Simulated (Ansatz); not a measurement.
**B: which structure is lowest?**

Computed with DFT, HSE06, plane waves (420 eV) with PAW, scalar-relativistic (Ansatz). (PAW data from PBE, frozen cores regenerated.)

Each structure is relaxed within its own symmetry, so a high-lying one may be dynamically unstable.

The hybrid is evaluated at the semilocal geometry on a coarser k-mesh, and its energy is corrected by the semilocal functional's change from that mesh to the dense one.

(1) Rank these structures of boron by energy per atom, lowest first.
A. alpha-rhombohedral (B12)
B. bcc
C. fcc
D. diamond
E. simple cubic

| structure | ΔE (meV/atom) | V (Å³/atom) | cell | magnetic state |
| --- | --- | --- | --- | --- |
| alpha-rhombohedral (B12) | 0 | 7.24 | a = 4.899 Å, c = 12.545 Å (c/a = 2.561) | spin not included |
| diamond | 1172 | 8.32 | a = 4.052 Å | spin not included |
| simple cubic | 1269 | 6.69 | a = 1.884 Å | spin not included |
| fcc | 1484 | 5.89 | a = 2.866 Å | spin not included |
| bcc | 1899 | 6.15 | a = 2.308 Å | spin not included |

ΔE counts from alpha-rhombohedral (B12).

Differences under about 20 meV lie within the error of the k-point mesh.

## Answers

(1) A (0 meV/atom), D (1172 meV/atom), E (1269 meV/atom), C (1484 meV/atom), B (1899 meV/atom).
